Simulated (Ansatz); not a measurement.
A single-point calculation of CaF2 (started from an entry of an open crystallographic database) with the plane-wave code Ansatz, at the level r2SCAN. The cell was relaxed beforehand with r2SCAN.

Input file:
```yaml
crystal:
  lattice:
    - [0.0, 2.719592886, 2.719592886]
    - [2.719592886, 0.0, 2.719592886]
    - [2.719592886, 2.719592886, 0.0]
  atoms:
    - { symbol: Ca, position: [0.0, 0.0, 0.0] }
    - { symbol: F, position: [0.25, 0.25, 0.25] }
    - { symbol: F, position: [0.75, 0.75, 0.75] }
kpoints:
  mp_grid: { grid: [8, 8, 8] }
  band_path:
    path:
      - [0.0, 0.0, 0.0]
      - [0.5, 0.0, 0.5]
      - [0.625, 0.25, 0.625]
      - [0.375, 0.375, 0.75]
      - [0.5, 0.5, 0.5]
      - [0.5, 0.25, 0.75]
      - [0.0, 0.5, 0.5]
    npoints: 1
hamiltonian:
  xc: r2scan
scf:
  occupations: { method: fixed }
  n_extra_bands: 4
output:
  forces: true
  stress: true
  eigenvalues: true
```

Run as `ansatz run input.yaml --threads 2 --pin off --max-ram 2211MiB --backend cpu --events-out ev --progress --plain --runs-dir out`.

Output, abridged:
```
scf.n_extra_bands = 4 over 12 filled bands (N_el = 24.0): the run solves 16 bands
Functional definition: r2SCAN
Crystal: 3 atoms, lattice volume = 40.229 Å³
Basis set: ecut = 500 eV, 965 PW (Γ)
Symmetry: 48 space group operations
Space group: Fm-3m (ITA 225)
k-points: 29 of 512
SCF 1 converged in 6 iterations: F = -3448.119667 eV  dr2 = 5.27e-10
SCF converged after 6 iterations
Free energy (F): -3448.119667 eV
Fermi energy:    2.866749 eV
--- Stress (GPa, compression-positive) ---
        0.000047       0.000000       0.000000
        0.000000       0.000047       0.000000
        0.000000       0.000000       0.000047
  P = ⅓ Tr σ = 0.0000 GPa (0.000 kbar)
```

The file bands.tsv (bands near the Fermi energy, numbered from 0, rounded):
```tsv
# k_distance	band_7	band_8	band_9	band_10	band_11	band_12	band_13	band_14	band_15
# fermi_ev = 2.866749
# [0, 0, 0] at k_distance = 0.000000
# [0.5, 0, 0.5] at k_distance = 1.155170
# [0.625, 0.25, 0.625] at k_distance = 1.563585
# [0.375, 0.375, 0.75] at k_distance = 2.270979
# [0.5, 0.5, 0.5] at k_distance = 2.978373
# [0.5, 0.25, 0.75] at k_distance = 3.795202
# [0, 0.5, 0.5] at k_distance = 5.086722
# levels_relative_to = fermi_ev
0.000	-2.135	-2.135	-0.261	-0.261	-0.261	8.032	10.042	10.042	12.266
1.155	-1.673	-1.673	-0.360	-0.360	0.000	8.789	10.522	10.977	11.887
1.564	-1.750	-1.525	-0.644	-0.442	-0.097	9.060	10.687	10.710	11.350
2.271	-1.750	-1.525	-0.644	-0.442	-0.097	9.060	10.687	10.710	11.350
2.978	-1.526	-1.282	-1.258	-0.846	-0.846	10.239	10.239	10.754	11.303
3.795	-2.159	-1.054	-1.054	-0.272	-0.095	9.123	10.620	10.939	10.939
5.087	-1.673	-1.673	-0.360	-0.360	0.000	8.789	10.522	10.977	11.887
```
In order the rows are Γ, X, U, K, L, W, X.

r2SCAN gives an indirect gap of 8.03 eV, from X to Γ; the least direct gap is 8.29 eV at Γ. The mean stress is close to zero (0.00 GPa).

No spin polarisation and no zero-point or thermal motion.
